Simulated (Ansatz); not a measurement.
Crystal: Sb.

```xyz
1
Lattice="-1.5765 1.5765 2.7119 1.5765 -1.5765 2.7119 1.5765 1.5765 -2.7119" Properties=species:S:1:pos:R:3 pbc="T T T"
Sb    0.0000    0.0000    0.0000
```

This isn't the form of Sb at room conditions, which is rhombohedral.

| Property | Result |
| --- | --- |
| Program | Ansatz 0.2.0 |
| Task | relaxation of cell and atoms |
| Functional | HSE03 |
| Potentials or basis | Ansatz PAW |
| Cutoff | 420 eV (not typed: the program's choice for these potentials) |
| k mesh | 6 × 6 × 6 |
| Occupations | fermi-dirac, width 0.05 eV |
| Spin | no spin polarisation |

At the start: volume 26.96 Å³/atom.

Problem. How do energy, volume and symmetry change on relaxing?

Solution. It ends after 4 steps and the volume is 26.73 Å³/atom (-0.8 %); space group I4/mmm (No. 139, to 0.05 Å).

The path:
| step | energy change (eV) | largest force (eV/Å) | volume (Å³) |
| --- | --- | --- | --- |
| 1 | 0.0000 | 0.0000 | 26.96 |
| 2 | -0.0042 | 0.0000 | 26.78 |
| 3 | -0.0047 | 0.0000 | 26.73 |
| 4 | -0.0047 | 0.0000 | 26.73 |

Final structure:
```cif
data_structure
_symmetry_space_group_name_H-M 'P 1'
_symmetry_Int_Tables_number 1
_cell_length_a 3.4775
_cell_length_b 3.4775
_cell_length_c 3.4775
_cell_angle_alpha 125.738
_cell_angle_beta 125.738
_cell_angle_gamma 80.320
_cell_volume 26.73
loop_
_atom_site_label
_atom_site_type_symbol
_atom_site_fract_x
_atom_site_fract_y
_atom_site_fract_z
_atom_site_occupancy
Sb1 Sb 0.00000 0.00000 0.00000 1
```

Caveat: the k mesh is coarse (spacing up to 0.47 Å⁻¹), so the values aren't converged, least of all with exact exchange; the plane-wave basis is chosen anew once the cell has moved, so the energies of steps on either side of that aren't comparable; the PAW data sets come from PBE, with cores solved anew for the run's functional, which leaves a small shift of forces and pressure.
